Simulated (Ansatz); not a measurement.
## Computed properties of RbCl

```
Rb Cl
1.0
     0.00000    3.27400    3.27400
     3.27400    0.00000    3.27400
     3.27400    3.27400    0.00000
Rb Cl
1 1
Direct
  0.00000 0.00000 0.00000
  0.50000 0.50000 0.50000
```

Atom numbers follow the list: Rb1, Cl2.

The cell is COD entry 8103714, as deposited and not checked against the literature; nothing was relaxed. It differs from other determinations.

Methods: DFT, PBE, all-electron LAPW, scalar-relativistic (Ansatz 0.2.0); DFT, PBE, PAW with Ansatz's default frozen-core files, scalar-relativistic (Ansatz 0.2.0).

For LAPW: a Γ-centred 7×7×7 k mesh, Fermi–Dirac smearing of 0.02 eV, basis error target 1 meV/atom, no spin polarisation. PAW takes a cutoff of 420 eV at this cell. The Ansatz runs share mesh, smearing and spin set-up. Values come from LAPW unless marked.

```json
{
  "Pressure at this cell": "1.15 GPa",
  "Band gap": "5.05 eV, direct at Γ",
  "Löwdin charges (with 0.06 e of the cell spilling out of the atomic basis, so their sizes and signs hang on that basis)": "Rb1 0.78, Cl2 -0.72 e",
  "Bader charges (from the PAW run)": "Rb1 +0.84, Cl2 -0.84 e",
  "Volume per atom": "236.8 bohr³"
}
```
